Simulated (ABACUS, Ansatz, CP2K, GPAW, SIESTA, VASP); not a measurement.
## One calculation of CsPbCl3, 6 ways

```
Pb Cs Cl
1.0
     5.60500    0.00000    0.00000
     0.00000    5.60500    0.00000
     0.00000    0.00000    5.60500
Pb Cs Cl
1 1 3
Cartesian
  2.8025 2.8025 2.8025
  0.0000 0.0000 0.0000
  2.8025 0.0000 2.8025
  0.0000 2.8025 2.8025
  2.8025 2.8025 0.0000
```

Alike in all runs: task equation of state; functional PBEsol; k mesh 5 × 5 × 5; occupations fermi-dirac, width 0.05 eV; no spin polarisation; no spin-orbit coupling.

| program and potentials | plane-wave cutoff (eV) | notes | equilibrium volume (Å³/atom) | bulk modulus (GPa) |
| --- | --- | --- | --- | --- |
| ABACUS, PseudoDojo NC SR 0.4.1 PBEsol standard, plane waves | 857 | - | 35.45 | 24.9 |
| GPAW, PAW data sets generated for this functional | 600 | - | ? | ? |
| SIESTA, files PseudoDojo sr-pbesol-0.4.1-standard, DZP (energy shift 0.003 Ry; two zetas on semicore shells; d shell added on Cs) | - | atomic basis | 35.89 | 25.3 |
| CP2K, POTENTIAL_UZH Pb GTH-PBE-q4, Cs GTH-PBE-q9, Cl GTH-PBE-q7; TZVP-MOLOPT-PBE-GTH basis | - | atomic basis; potentials made for PBE | 36.65 | 23.8 |
| VASP, PBE PAW files Cl, Cs_sv, Pb_d, 520 eV | 520 | potentials made for PBE | 35.44 | 24.9 |
| Ansatz, all-electron LAPW, scalar-relativistic | - | - | 35.42 | 24.9 |

Question: Estimate from the other rows what the run with GPAW, PAW data sets generated for this functional gave.

Answer: Equilibrium volume 35.33 Å³/atom; bulk modulus 25.1 GPa. The other rows, which needn't bracket it: equilibrium volume 35.42 to 36.65; bulk modulus 23.8 to 25.3.
